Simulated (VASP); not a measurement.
# Cs (I4/mmm) in VASP: further runs, part 2 of 2

VASP 6.6.1.

## (4) Single point, PBE

Contents of INCAR:

```
PREC = Accurate
ENCUT = 300
EDIFF = 1E-6
ISMEAR = 1
SIGMA = 0.15
LREAL = False
LASPH = True
NELM = 100
ALGO = Normal
ISIF = 2
LWAVE = False
LCHARG = False
GGA = PE
NBANDS = 10
ADDGRID = False
```

Contents of KPOINTS:

```
regular mesh
0
Gamma
  6 6 6
```

Contents of POSCAR:

```
Cs
1.0
   -2.7500754600      2.7500754600      4.0972389800
    2.7500754600     -2.7500754600      4.0972389800
    2.7500754600      2.7500754600     -4.0972389800
Cs
1
Direct
    0.0000000000      0.0000000000      0.0000000000
```

Potentials or basis: VASP PAW PBE potentials, release 64 (Cs_sv).

On the command line:

```bash
cat potpaw_PBE.64/Cs_sv/POTCAR > POTCAR
mpirun -np 1 vasp_std > vasp.out
```

OUTCAR:

```text
PREC = Accurate
   ENCUT = 300
   EDIFF = 1E-6
   ISMEAR = 1
   LREAL = False
   LASPH = True
   NELM = 100
   ISIF = 2
   GGA = PE

 Found     30 irreducible k-points:

 Following reciprocal coordinates:
            Coordinates               Weight
  0.000000  0.000000  0.000000      1.000000
  0.166667 -0.000000  0.000000      8.000000
  0.333333  0.000000  0.000000      8.000000
  0.500000 -0.000000  0.000000      4.000000
  0.166667  0.166667  0.000000      8.000000
  0.333333  0.166667  0.000000     16.000000
   k-points           NKPTS =     30   k-points in BZ     NKDIM =     30   number of bands    NBANDS=     10
   number of dos      NEDOS =    301   number of ions     NIONS =      1
   total plane-waves  NPLWV =  32768
   dimension x,y,z NGX =    32 NGY =   32 NGZ =   32
   dimension x,y,z NGXF=    64 NGYF=   64 NGZF=   64
   ions per type =               1
   NGX,Y,Z   is equivalent  to a cutoff of   9.42,  9.42,  9.42 a.u.
   NGXF,Y,Z  is equivalent  to a cutoff of  18.83, 18.83, 18.83 a.u.
 SYSTEM =  unknown system
   PREC   = accura    normal or accurate (medium, high low for compatibility)
   ISTART =      0    job   : 0-new  1-cont  2-samecut
   ICHARG =      2    charge: 1-file 2-atom 10-const
   ISPIN  =      1    spin polarized calculation?
   LNONCOLLINEAR =      F non collinear calculations
   LSORBIT =      F    spin-orbit coupling
   LASPH  =      T    aspherical Exc in radial PAW
   ENCUT  =  300.0 eV  22.05 Ry    4.70 a.u.   7.98  7.98  7.98*2*pi/ulx,y,z
   NELM   =    100;   NELMIN=  2; NELMDL= -5     # of ELM steps
   EDIFF  = 0.1E-05   stopping-criterion for ELM
   LREAL  =      F    real-space projection
   EDIFFG = 0.1E-04   stopping-criterion for IOM
   NSW    =      0    number of steps for IOM
   IBRION =     -1    ionic relax: 0-MD 1-quasi-New 2-CG
   NFREE  =      0    steps in history (QN), initial steepest desc. (CG)
   ISIF   =      2    stress and relaxation
   ISYM   =      2    0-nonsym 1-usesym 2-fastsym
   POTIM  = 0.5000    time-step for ionic-motion
   TEBEG  =    0.0;   TEEND  =   0.0 temperature during run
   PSTRESS=    0.0 pullay stress
   NELECT =       9.0000    total number of electrons
   NUPDOWN=      -1.0000    fix difference up-down
   EMIN   =  10.00;   EMAX   =-10.00  energy-range for DOS
   EFERMI =   0.00;   METHOD = LEGACY
   ISMEAR =     1;   SIGMA  =   0.15  broadening in eV -4-tet -1-fermi 0-gaus
   EFERMI_NEDOS =   21; number of points for ismear=-14 and -15
   IALGO  =     38    algorithm
   IMIX   =      4    mixing-type and parameters
     AMIX     =   0.40;   BMIX     =  1.00
     AMIX_MAG =   1.60;   BMIX_MAG =  1.00
  volume/ion in A,a.u.               =     123.95       836.44
  Fermi-wavevector in a.u.,A,eV,Ry     =   0.682981  1.290648  6.346621  0.466463
  Thomas-Fermi vector in A             =   1.762213
   LORBIT       =      0    0 simple, 1 ext, 2 COOP (PROOUT), +10 PAW based schemes
   GGA     = PE    functional components
   LHFCALC =     F    Hartree Fock is set to
   AEXX    =    0.0000 exact exchange contribution
   IVDW    =     0    specifies the selected vdW correction
   LEPSILON=     F    determine dielectric tensor
   LRPA    =     F    only Hartree local field effects (RPA)
 non-spin polarized calculation
 Methfessel and Paxton  Order N= 1 SIGMA  =   0.15
  energy-cutoff  :      300.00
  volume of cell :      123.95
 maximum number of plane-waves:      1480
   NGX = 15   NGY = 15   NGZ = 15

 number of electron       9.0000008 magnetization

 Free energy of the ion-electron system (eV)
  ---------------------------------------------------
  ext. energy  EPLUGINS =         0.00000000
  ---------------------------------------------------
  free energy    TOTEN  =        -0.83850888 eV

  energy without entropy =       -0.83757465  energy(sigma->0) =       -0.83819747

 E-fermi :   0.2508     XC(G=0):  -5.2234

 val. band max:        0.2488055268   @ k =  -0.3333   0.3333   0.1667
 cond. band min:       0.2651558924   @ k =   0.5000  -0.0000   0.0000
 fundamental gap:      0.0163503656
 Fermi energy:         0.2507721096

 k-point     1 :       0.0000    0.0000    0.0000
  band No.  band energies     occupation
      1     -23.6219      2.00000
      2     -10.3793      2.00000
      3     -10.3782      2.00000
      4     -10.3782      2.00000
      5      -1.3306      2.00000
      6       2.5765     -0.00000
      7       2.7382     -0.00000
      8       2.7382     -0.00000
      9       3.5210      0.00000
     10       3.8410      0.00000

 k-point     2 :       0.1667   -0.0000    0.0000
  band No.  band energies     occupation
      1     -23.6208      2.00000
      2     -10.4053      2.00000
      3     -10.3835      2.00000
      4     -10.3808      2.00000
      5      -1.0659      2.00000
      6       2.2334     -0.00000
      7       2.7018     -0.00000
      8       2.8456     -0.00000
      9       3.4231      0.00000
     10       3.6426      0.00000

 k-point     3 :       0.3333    0.0000    0.0000
  band No.  band energies     occupation
      1     -23.6187      2.00000
      2     -10.4577      2.00000
      3     -10.3926      2.00000
      4     -10.3861      2.00000
      5      -0.3705      2.00000
      6       1.5190     -0.00000
      7       2.5556     -0.00000
      8       2.7758     -0.00000
      9       3.8608      0.00000
     10       3.8896      0.00000

 k-point     4 :       0.5000   -0.0000    0.0000
  band No.  band energies     occupation
      1     -23.6177      2.00000
      2     -10.4834      2.00000
      3     -10.3971      2.00000
      4     -10.3887      2.00000
      5       0.2652      0.83852
      6       0.9731     -0.00000
      7       2.4353     -0.00000
      8       2.6586     -0.00000
      9       4.3650      0.00000
     10       4.4167      0.00000

 k-point     5 :       0.1667    0.1667    0.0000
  band No.  band energies     occupation
      1     -23.6195      2.00000
      2     -10.4275      2.00000
      3     -10.3997      2.00000
      4     -10.3860      2.00000
      5      -0.6622      2.00000
      6       1.9307     -0.00000
      7       2.4258     -0.00000
      8       3.0379     -0.00000
      9       3.0465     -0.00000
     10       3.9809      0.00000

 k-point     6 :       0.3333    0.1667    0.0000
  band No.  band energies     occupation
      1     -23.6177      2.00000
      2     -10.4629      2.00000
      3     -10.4113      2.00000
      4     -10.3951      2.00000
      5       0.1013      2.04957
      6       1.3629     -0.00000
      7       2.1267     -0.00000
      8       2.7452     -0.00000
      9       3.7356      0.00000
     10       4.3086      0.00000

 [... further k-points ...]

------------------------ aborting loop because EDIFF is reached ----------------------------------------

  FORCE on cell =-STRESS in cart. coord.  units (eV):
  Direction    XX          YY          ZZ          XY          YZ          ZX
  --------------------------------------------------------------------------------------
  -------------------------------------------------------------------------------------
  Total       -0.0735638     -0.0735638     -0.0878051      0.0000000      0.0000000      0.0000000
  in kB       -0.9508981     -0.9508981     -1.1349842      0.0000000      0.0000000      0.0000000
  external PRESSURE =      -1.0122601 kB  Pullay stress =       0.0000000 kB

 VOLUME and BASIS-vectors are now :
 -----------------------------------------------------------------------------
  energy-cutoff  :      300.00
  volume of cell :      123.95
      direct lattice vectors                 reciprocal lattice vectors
    -2.750075460  2.750075460  4.097238980     0.000000000  0.181813193  0.122033399
     2.750075460 -2.750075460  4.097238980     0.181813193  0.000000000  0.122033399
     2.750075460  2.750075460 -4.097238980     0.181813193  0.181813193  0.000000000

 POSITION                                       TOTAL-FORCE (eV/Angst)
 -----------------------------------------------------------------------------------
      0.00000      0.00000      0.00000         0.000000      0.000000      0.000000
 -----------------------------------------------------------------------------------
    total drift:                                0.000000      0.000000     -0.000000

  FREE ENERGIE OF THE ION-ELECTRON SYSTEM (eV)
  ---------------------------------------------------
  free  energy   TOTEN  =        -0.8385088766 eV

  energy  without entropy=       -0.8375746499  energy(sigma->0) =       -0.83819747
```

OSZICAR:

```text
N       E                     dE             d eps       ncg     rms          rms(c)
DAV:   1     0.435133703810E+02    0.43513E+02   -0.22138E+03   600   0.417E+02
DAV:   2     0.322751110527E+01   -0.40286E+02   -0.39715E+02   722   0.949E+01
DAV:   3    -0.782811480220E+00   -0.40103E+01   -0.40069E+01   686   0.344E+01
DAV:   4    -0.836064394814E+00   -0.53253E-01   -0.53244E-01   784   0.472E+00
DAV:   5    -0.836315268279E+00   -0.25087E-03   -0.25086E-03   854   0.289E-01    0.140E-01
DAV:   6    -0.837145676013E+00   -0.83041E-03   -0.11604E-03   780   0.162E-01    0.934E-02
DAV:   7    -0.838428269807E+00   -0.12826E-02   -0.36184E-03   654   0.303E-01    0.366E-02
DAV:   8    -0.838506498550E+00   -0.78229E-04   -0.12332E-04   716   0.649E-02    0.460E-03
DAV:   9    -0.838508798981E+00   -0.23004E-05   -0.30127E-06   916   0.829E-03    0.288E-03
DAV:  10    -0.838508876641E+00   -0.77659E-07   -0.16409E-06   698   0.499E-03
   1 F= -.83850888E+00 E0= -.83819747E+00  d E =-.934227E-03
```

stdout:

```text
POSCAR found type information on POSCAR Cs
 POSCAR found :  1 types and       1 ions
 scaLAPACK will be used
 LDA part: xc-table for (Slater+PW92), standard interpolation
 POSCAR, INCAR and KPOINTS ok, starting setup
 FFT: planning ... GRIDC
 FFT: planning ... GRID_SOFT
 FFT: planning ... GRID
 WAVECAR not read
 entering main loop
```

Wall time 6.1 s (1 thread of Intel Xeon Platinum 8488C (Sapphire Rapids), shared host); peak memory 0.16 GiB.

These settings aren't checked as converged: the numbers below hold their error.

Results:

| Quantity | Value |
| --- | --- |
| Free energy | -0.8385 eV |
| Pressure | -0.1 GPa |
| Band gap on the k mesh | none (metal or under the smearing width) |

## (5) Single point, PBE

This run uses another cell than the first one, of the same volume but with other edges.

INCAR is that of step 4.

KPOINTS is that of step 4.

Contents of POSCAR:

```
Cs
1.0
   -2.6528630000      2.7200140000      3.9488130000
    2.8833600000     -2.6988260000      4.0893020000
    2.7318000000      2.7777640000     -3.9345920000
Cs
1
Direct
    0.0073440000      0.0133040000      0.0001460000
```

On the command line:

```bash
cat potpaw_PBE.64/Cs_sv/POTCAR > POTCAR
mpirun -np 1 vasp_std > vasp.out
```

Run time: 19 s. Hardware: 1 thread of Intel Xeon Platinum 8488C (Sapphire Rapids), shared host; peak memory 0.2 GiB.

The run converged, but some of its settings lie outside the range that counts as converged, so its numbers aren't taken as properties of the crystal.

What came out:

```yaml
Free_energy: -0.8375 eV
Pressure: -0.1 GPa
Band_gap_on_the_k_mesh: none (metal or under the smearing width)
```

## (6) The reference run

An earlier run on the cell as given: functional PBE; potentials or basis VASP PAW PBE potentials, release 64 (Cs_sv); cutoff 520 eV; k mesh 7 × 7 × 7; occupations fermi-dirac, width 0.05 eV; no spin polarisation.

- Pressure: -0.1 GPa
- Band gap on the k mesh: none (metal or under the smearing width)
